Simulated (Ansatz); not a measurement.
## SiGe under strain

Computed with Ansatz 0.2.0, DFT r2SCAN, scalar-relativistic, plane waves, PAW. Run with 500 eV cutoff, 12×12×4 k-mesh, Gaussian smearing of 0.02 eV, no spin polarisation.

Reference structure (relaxed):

```
CELL_PARAMETERS angstrom
3.90438 0.00000 0.00000
-1.95219 3.38129 0.00000
0.00000 0.00000 6.45368
ATOMIC_POSITIONS crystal
Si 0.66667 0.33333 0.87447
Si 0.33333 0.66667 0.37447
Ge 0.66667 0.33333 0.50053
Ge 0.33333 0.66667 0.00053
```

Deformation: all cell vectors scaled alike, the atoms relaxed, all within the symmetry that the strain leaves. Energies are extrapolated to zero smearing. Gaps are generalised Kohn–Sham gaps over the whole zone.

(1) Give the structure at -2.0 %.

## Answers

(1)
```
CELL_PARAMETERS angstrom
3.82629 0.00000 0.00000
-1.91315 3.31366 0.00000
0.00000 0.00000 6.32461
ATOMIC_POSITIONS crystal
Si 0.66667 0.33333 0.87434
Si 0.33333 0.66667 0.37434
Ge 0.66667 0.33333 0.50066
Ge 0.33333 0.66667 0.00066
```
Space group P6_3mc (186), 21.6 meV/atom over the relaxed crystal.